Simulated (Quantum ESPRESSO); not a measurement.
## SiO2 under changes of volume

One of the cells (8.044 Å³/atom); the others are scaled copies at fixed shape and fractional positions:

```
Si O
1.0
     4.23317    0.00000    0.00000
     0.00000    4.23317    0.00000
     0.00000    0.00000    2.69349
Si O
2 4
Direct
  0.00000 0.00000 0.00000
  0.50000 0.50000 0.50000
  0.80684 0.19316 0.50000
  0.30684 0.30684 0.00000
  0.19316 0.80684 0.50000
  0.69316 0.69316 0.00000
```

The cell comes from a database or a generator and needn't be the stable form of this composition.

```yaml
Program: Quantum ESPRESSO 7.5
Functional: LDA
Potentials_or_basis: GBRV 1.5 LDA
Cutoff: 612 eV
Density_cutoff: 4898 eV
k_mesh: 6 × 6 × 10
Occupations: fermi-dirac, width 0.05 eV
Spin: no spin polarisation
```

| volume (Å³/atom) | energy over the lowest point (meV/atom) | pressure (GPa) | gap on the mesh (eV) |
| --- | --- | --- | --- |
| 7.562 | ? | ? | ? |
| 7.723 | 0.00 | -1.2 | 5.77 |
| 7.884 | 4.27 | -7.7 | 5.40 |
| 8.044 | 14.74 | -13.5 | 5.05 |
| 8.205 | 30.79 | -18.8 | 4.71 |
| 8.366 | 51.84 | -23.5 | 4.39 |
| 8.527 | 77.36 | -27.7 | 4.07 |

What does the run at 7.562 Å³/atom give?

Energy over the lowest point 2.67 meV/atom; pressure 6.1 GPa; gap on the mesh 6.16 eV.

Worked out: A Birch-Murnaghan fit of order 3 (a polynomial in V^(-2/3)) to the other rows has its minimum at 7.70 Å³/atom, just outside them, with B0 = V·E''(V) = 337 GPa and B' = 4.4 at fixed shape and positions, which overstates the stiffness. It gives 2.69 meV/atom at 7.562 Å³/atom, against the run's 2.67, and -dE/dV = 6.4 GPa, against 6.1. A straight line through the other rows of the gap, of slope -17.1 eV per unit of ln V (its deformation potential), extrapolates to 6.12 eV, against the run's 6.16.

Energies are extrapolated to zero smearing.

A mesh can miss the band edges.
